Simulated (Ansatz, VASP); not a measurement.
# Cross-check of SiO2 between VASP and Ansatz

One calculation is typed for both programs; each brings its own data sets. How far apart do they land? The cell is taken from a series of runs on this material, whose earlier steps may have relaxed, scaled, displaced or heated it; both programs get it as it stands.

Calculated with Ansatz 0.2.0; plane waves, with VASP 6.6.1 beside it; single point at HSE06.

## Step 1: Starting point

It takes space group Imma (No. 74, orthorhombic). The conventional cell has a = 5.247 Å, b = 9.554 Å, c = 9.017 Å, α = 90.00°, β = 90.00°, γ = 90.00°. Nearest to Si lie 4 O at 1.61 Å. Nearest to O lie 2 Si at 1.61 Å. O has 2 Si at 1.61 Å nearest. Nearest to O lie 2 Si at 1.61 Å. Farther neighbours and most contacts between anions are not listed.

## Step 2: Ansatz: single point, HSE06

Ansatz runs on its PAW soft_1 files.

A single point gives forces, pressure and levels at one fixed geometry, so differences don't come from the geometry; what else differs is listed under the comparison.

input.yaml reads:

```yaml
crystal:
  lattice:
    - [-2.62333646, 4.776753505, 4.5082998459]
    - [2.62333646, -4.776753505, 4.5082998459]
    - [2.62333646, 4.776753505, -4.5082998459]
  atoms:
    - { symbol: Si, position: [0.9299502436, 0.84547171, 0.0844785336] }
    - { symbol: Si, position: [0.7390068237, 0.15452829, 0.5844785336] }
    - { symbol: Si, position: [0.0700497564, 0.15452829, 0.9155214664] }
    - { symbol: Si, position: [0.2609931763, 0.84547171, 0.4155214664] }
    - { symbol: O, position: [0.1310538514, 0.8810538514, 0.25] }
    - { symbol: O, position: [0.8689461486, 0.1189461486, 0.75] }
    - { symbol: O, position: [0.7944134899, 0.5, 0.7944134899] }
    - { symbol: O, position: [0.2055865101, 0.0, 0.7055865101] }
    - { symbol: O, position: [0.2055865101, 0.5, 0.2055865101] }
    - { symbol: O, position: [0.7944134899, 0.0, 0.2944134899] }
    - { symbol: O, position: [0.0, 0.0, 0.0] }
    - { symbol: O, position: [0.5, 0.0, 0.5] }
kpoints:
  mp_grid: { grid: [4, 4, 4] }
  band_path:
    path:
      - [0.0, 0.0, 0.0]
      - [0.5, -0.5, 0.5]
      - [0.32540191, -0.32540191, 0.67459809]
      - [-0.32540191, 0.32540191, 0.32540191]
      - [0.46615628, 0.46615628, -0.46615628]
      - [0.53384372, -0.46615628, 0.46615628]
      - [0.0, 0.5, 0.0]
      - [0.25, 0.25, 0.25]
    npoints: 1
hamiltonian:
  xc: hse06
  pseudopotentials: { kind: paw, azcp: { folder: soft_1 } }
scf:
  occupations: { method: fixed }
  n_extra_bands: 8
output:
  eigenvalues: true
```

Launch:

```sh
$ ansatz run input.yaml --threads 2 --pin off --max-ram 92160MiB --backend cuda --events-out ev --progress --plain --runs-dir out --devices 1 --max-vram 13GiB
```

Numbers of over 12 decimals in the logs are rounded to 6 here.

The log of the run:

```text
scf.n_extra_bands = 8 over 32 filled bands (N_el = 64.0): the run solves 40 bands
GPUs: using 1 of 1 available (devices: 1).
Engine: ansatz 0.2.0, x86_64-unknown-linux-gnu
Pseudopotentials: kind: paw
Pseudopotential: Si, paw, valence charge 4, recommended cutoff 420 eV (normal), soft_1/Si.paw.azcp
Pseudopotential: O, paw, valence charge 6, recommended cutoff 420 eV (normal), soft_1/O.paw.azcp
Functional definition: HSE06
  parameter a = 0.25
  parameter omega = 0.11/bohr
  exchange = pbe_x - a*pbe_x_sr(omega) + a*exact_x_sr(omega)
  correlation = pbe_c
davidson cushion auto → on  (no smearing: the cushion is to keep the highest requested band from converging to the state above it; pin scf.eigensolver.cushion to override)
device memory: the entry about to start is reckoned to put 2.5 GiB on a device that reports 46.7 GiB free (of which the cap on the GPU budget leaves the run 13.0 GiB)
GPU FFT provider: cuFFT
GPU libraries: cuBLAS 13.8.2, cuFFT 12.4.0, cuSOLVER 12.3.4
Crystal: 12 atoms, lattice volume = 225.975 Å³
Basis set: ecut = 420 eV, 4417 PW (Γ)
Bands: 40, of which v1, the nominal top of the filled ones, is band 32 counted from 1 (31 counted from 0)
Symmetry: 8 space group operations
Space group: Imma (ITA 74), of the structure as read, at distance tolerance 6.1e-5 Å
k-points: 18 of 64
Non-local potential: Si, projectors of the file, l = 0: 2, l = 1: 2, l = 2: 1
Non-local potential: O, projectors of the file, l = 0: 2, l = 1: 2, l = 2: 1
PAW form: soft (Blöchl's): semilocal exchange-correlation on the pseudo side does not see the compensation charge
PAW frozen core: Si, regenerated for the run's functional, and the local potential with it (the file was generated under x = pbe(κ = 0.804, μ = 0.219515), c = pbe(β = 0.066725))
PAW frozen core: O, regenerated for the run's functional, and the local potential with it (the file was generated under x = pbe(κ = 0.804, μ = 0.219515), c = pbe(β = 0.066725))
PAW one-centre angular grid: Si, 110 points (default); XC on 64 Gauss nodes
PAW one-centre angular grid: O, 110 points (default); XC on 96 Gauss nodes
Initial density: superposition of atomic densities (chi_scale 0.1, normalization cell, long waves kept (reshape's long-wave potential 0.04 eV rms))
Initial wavefunctions: pseudopotential atomic-orbital guess
GPU buffer pool allocated for 110592 grid points (all kernels)
GPU transforms: local potential and band sums: pruned to the plane-wave sphere, on 48×48×48
Functional: x = pbe(κ = 0.804, μ = 0.219515), c = pbe(β = 0.066725), warm-up for x = pbe(κ = 0.804, μ = 0.219515) + 0.25 (exact − pbe) at short range (hse, ω = 0.207870 Å⁻¹), c = pbe(β = 0.066725); HSE06 as pw.x's `hse` composes it (authors' and Libxc's form: `xc: wpbeh`)
SCF iter   1: F=—  HF=-7103.560611 eV  |F-HF|=—  |Δ(HF+E_count)|=         —  Δρ=1.13e-1  dr2=2.62e1  ethr=1.00e-1  ⟨swp⟩=5.2  Hψ=2705  notcnv=0
preconditioner: auto → none  [insulator: Δε(μ)=7.447 eV  Ē_g=17.382 eV  n_scr=44 (ndim 8)  ℏωp=19.8 eV  f_vac=0.298]
SCF iter   2: F=—  HF=-7097.125669 eV  |F-HF|=—  |Δ(HF+E_count)|=    6.43e0  Δρ=5.93e-2  dr2=3.41e0  ethr=4.09e-2  ⟨swp⟩=4.3  Hψ=2260  notcnv=0  defer=2
iter 3 solved again at ethr=4.89e-4 eV; its pass at ethr=5.33e-3 eV (dr2=3.13e-1 eV) is discarded
SCF iter   3: F=—  HF=-7096.279590 eV  |F-HF|=—  |Δ(HF+E_count)|=   8.46e-1  Δρ=1.79e-2  dr2=3.11e-1  ethr=4.89e-4  ⟨swp⟩=4.1  Hψ=3770  notcnv=0
SCF iter   4: F=—  HF=-7096.308867 eV  |F-HF|=—  |Δ(HF+E_count)|=   2.93e-2  Δρ=2.74e-3  dr2=1.33e-2  ethr=4.86e-4  ⟨swp⟩=4.6  Hψ=1837  notcnv=0  defer=8
SCF iter   5: F=-7096.305432 eV  HF=-7096.306795 eV  |F-HF|=1.36e-3  |Δ(HF+E_count)|=   2.07e-3  Δρ=9.95e-4  dr2=2.28e-3  ethr=2.07e-5  ⟨swp⟩=4.6  Hψ=2285  notcnv=0  defer=2
SCF 1 stopped early in 5 iterations: F = -7096.305432 eV  dr2 = 2.28e-3
  greatest PAW one-centre occupation: 0.859 electrons in one spin orbital (limit 2), on the O atom at site 5 (counted from 0), in its partial waves of l = 0
device memory: the entry about to start is reckoned to put 3.3 GiB (of the 3.3 GiB reckoned in all, the device holds 0.1 GiB already) on a device that reports 46.6 GiB free (of which the cap on the GPU budget leaves the run 12.9 GiB)
GPU FFT provider: cuFFT
GPU libraries: cuBLAS 13.8.2, cuFFT 12.4.0, cuSOLVER 12.3.4
Initial density: handed on by an earlier stage of this run
Initial wavefunctions: those handed on with the density
GPU buffer pool allocated for 110592 grid points (all kernels)
GPU transforms: local potential and band sums: pruned to the plane-wave sphere, on 48×48×48
Functional: x = pbe(κ = 0.804, μ = 0.219515) + 0.25 (exact − pbe) at short range (hse, ω = 0.207870 Å⁻¹), c = pbe(β = 0.066725); HSE06 as pw.x's `hse` composes it (authors' and Libxc's form: `xc: wpbeh`)
Exchange kernel: α = 0.2500, screened, ω = 0.2079 Å⁻¹, Wigner–Seitz truncation, v(0) = 1046.6121 eV·Å³, q-mesh 4×4×4, nearest image of the exchange supercell L = 20.99 Å, pair-density grid 32×32×32, without the augmentation charges, whose exchange is taken in its separable form by FFT convolution over the k-point mesh (sized by the pseudopotential files, 45×32×48 at the most), smooth part of the exact exchange by density-matrix convolution in up to 6.06 GiB of GPU memory as planned if the GPU has room (build and FFT work areas not counted)
Frozen-core exchange: fock
SCF iter   1: F=—  HF=-7097.678206 eV  |F-HF|=—  |Δ(HF+E_count)|=         —  Δρ=5.90e-3  dr2=6.94e-2  ethr=3.56e-5  ⟨swp⟩=8.3  Hψ=3488  notcnv=0
preconditioner: auto → none  [insulator: Δε(μ)=7.194 eV  Ē_g=18.095 eV  n_scr=44 (ndim 8)  ℏωp=19.8 eV  f_vac=0.379]
SCF iter   2: F=—  HF=-7097.653103 eV  |F-HF|=—  |Δ(HF+E_count)|=   2.51e-2  Δρ=1.62e-3  dr2=6.28e-3  ethr=3.56e-5  ⟨swp⟩=3.9  Hψ=2078  notcnv=0
SCF iter   3: F=—  HF=-7097.671907 eV  |F-HF|=—  |Δ(HF+E_count)|=   1.88e-2  Δρ=5.86e-4  dr2=7.96e-4  ethr=7.04e-6  ⟨swp⟩=4.6  Hψ=2435  notcnv=0
SCF iter   4: F=-7097.671660 eV  HF=-7097.671663 eV  |F-HF|=3.02e-6  |Δ(HF+E_count)|=   2.44e-4  Δρ=6.72e-5  dr2=2.17e-5  ethr=1.16e-6  ⟨swp⟩=3.0  Hψ=1937  notcnv=0
SCF 2 stopped early in 4 iterations: F = -7097.671660 eV  dr2 = 2.17e-5
  greatest PAW one-centre occupation: 0.863 electrons in one spin orbital (limit 2), on the O atom at site 5 (counted from 0), in its partial waves of l = 0
hybrid outer 1: dexx = +2.292e-2 eV, tail = 8.21e-5 eV
GPU FFT provider: cuFFT
GPU libraries: cuBLAS 13.8.2, cuFFT 12.4.0, cuSOLVER 12.3.4
GPU buffer pool allocated for 110592 grid points (all kernels)
GPU transforms: local potential and band sums: pruned to the plane-wave sphere, on 48×48×48
Exchange kernel: α = 0.2500, screened, ω = 0.2079 Å⁻¹, Wigner–Seitz truncation, v(0) = 1046.6121 eV·Å³, q-mesh 4×4×4, nearest image of the exchange supercell L = 20.99 Å, pair-density grid 32×32×32, without the augmentation charges, whose exchange is taken in its separable form by FFT convolution over the k-point mesh (sized by the pseudopotential files, 45×32×48 at the most), smooth part of the exact exchange by density-matrix convolution in up to 6.06 GiB of GPU memory as planned if the GPU has room (build and FFT work areas not counted)
Frozen-core exchange: fock
SCF iter   1: F=—  HF=-7097.672111 eV  |F-HF|=—  |Δ(HF+E_count)|=         —  Δρ=1.00e-4  dr2=1.32e-5  ethr=6.42e-7  ⟨swp⟩=5.4  Hψ=1868  notcnv=0
preconditioner: auto → none  [insulator: Δε(μ)=7.151 eV  Ē_g=18.059 eV  n_scr=44 (ndim 8)  ℏωp=19.8 eV  f_vac=0.385]
iter 2 solved again at ethr=9.22e-10 eV; its pass at ethr=2.02e-8 eV (dr2=5.90e-7 eV) is discarded
SCF iter   2: F=—  HF=-7097.672108 eV  |F-HF|=—  |Δ(HF+E_count)|=   2.91e-6  Δρ=1.81e-5  dr2=8.70e-7  ethr=9.22e-10  ⟨swp⟩=3.3  Hψ=4008  notcnv=0  defer=1
SCF iter   3: F=—  HF=-7097.672108 eV  |F-HF|=—  |Δ(HF+E_count)|=   1.71e-7  Δρ=6.97e-6  dr2=2.56e-7  ethr=9.22e-10  ⟨swp⟩=4.6  Hψ=2408  notcnv=0
SCF iter   4: F=—  HF=-7097.672110 eV  |F-HF|=—  |Δ(HF+E_count)|=   2.69e-6  Δρ=1.14e-5  dr2=2.31e-7  ethr=9.80e-11  ⟨swp⟩=7.6  Hψ=3402  notcnv=0  defer=86
SCF iter   5: F=-7097.672110 eV  HF=-7097.672110 eV  |F-HF|=7.46e-9  |Δ(HF+E_count)|=   7.75e-8  Δρ=2.24e-6  dr2=1.27e-8  ethr=9.80e-11  ⟨swp⟩=4.9  Hψ=2667  notcnv=0  defer=1
SCF 3 converged in 5 iterations: F = -7097.672110 eV  dr2 = 1.27e-8
hybrid outer 2: dexx = +3.047e-6 eV, tail = 4.14e-8 eV, Δε = 3.02e-3 eV (about 7.58e-5 eV left of the loop's levels)
the search or the solves at the SCF's close seem to have found levels that the self-consistency loop had missed (the run counts 2). By its estimate they hold under 1e-12 electrons; where the run keeps them, the occupations were computed again with them
device memory: the entry about to start is reckoned to put 1.3 GiB on a device that reports 56.4 GiB free (of which the cap on the GPU budget leaves the run 13.0 GiB)
NSCF: frozen V_eff on 8 k-points
hybrid SCF converged: 2 outer / 9 inner (+5 warm-up), last move |dexx| = 3.05e-6 eV, tail = 4.14e-8 eV
Stability not checked: this state was not tested for a lower state beside it, because the functional holds exact exchange (a hybrid, or Hartree-Fock), whose exchange loop this test does not read (fock_operator; see scf.lower_state_search)
Free energy (F): -7097.672110 eV
Frozen-core exchange: fock
Harris-Foulkes:  -7097.672110 eV  (|F-HF|=7.46e-9)
Internal energy: -7097.672110 eV  (E = F + TS)
E sigma→0 (E₀):  -7097.672110 eV
Fermi energy:    -1.945497 eV
--- Per-component energies (eV) ---
  E_band       = -604.112865
  E_kinetic    = 1563.678932
  E_local      = -6074.303214  (includes V_loc(G=0)·N_el)
  E_nonlocal   = 494.932830
  E_hartree    = 2414.079611
  E_xc         = -646.175974
  E_vxc        = -740.993766  (∫ρ·V_xc dr)
  E_exx        = -184.271609  (= α·E_x^exact, valence–valence)
  E_paw        = -3333.095992  (= ΣΔE_a)
  E_vpaw       = -307.045627  (= ΣTr[D̂ρ^β])
  E_aug_tail   = 0.006649  (compensation charges beyond the density's cutoff)
  E_ewald      = -1332.073600
  E_core_change = -0.449744  (= ΣΔE_core)
  E_smearing   = -0.000000  (= −TS)
  E_closure    = -0.000000  (closes the sum)
  Σ components = -7097.672110   (vs F -7097.672110, Δ=0.00e0)
--- Band table (eV; the first three rows and the last of 18) ---
  k-point 0: bands = [... 28 lower, -3.0102, -2.6204, -2.3437, -1.9455, 5.2041, 8.2204, 8.5346, 8.8165, ... 4 higher]
  k-point 1: bands = [... 28 lower, -3.0762, -2.7271, -2.2964, -2.2384, 5.8786, 8.2006, 8.6414, 8.9318, ... 4 higher]
  k-point 2: bands = [... 28 lower, -2.9579, -2.9579, -2.3151, -2.3151, 7.4095, 7.4095, 8.7867, 8.7867, ... 4 higher]
  k-point 17: bands = [... 28 lower, -2.4751, -2.1556, -2.1243, -1.9702, 7.2474, 7.3171, 7.4936, 7.5106, ... 4 higher]
```

The column dr2 measures how far the density is from self-consistency, as an energy; F and HF (Harris–Foulkes) agree once it is small.

[end of part 1 of 2]

[Lines on the potential files, build, host, timing and source positions are cut from VASP's logs without a mark.]

[Logs are printed without paths, hosts, clocks, repeated set-up lines and the standing remarks that a program may print on its own settings, such as how far it seeks lower states.]

[Hosts, paths, dates, database ids (printed as entryN), source tags and the programs' standing remarks are cut or masked in the printed files.]
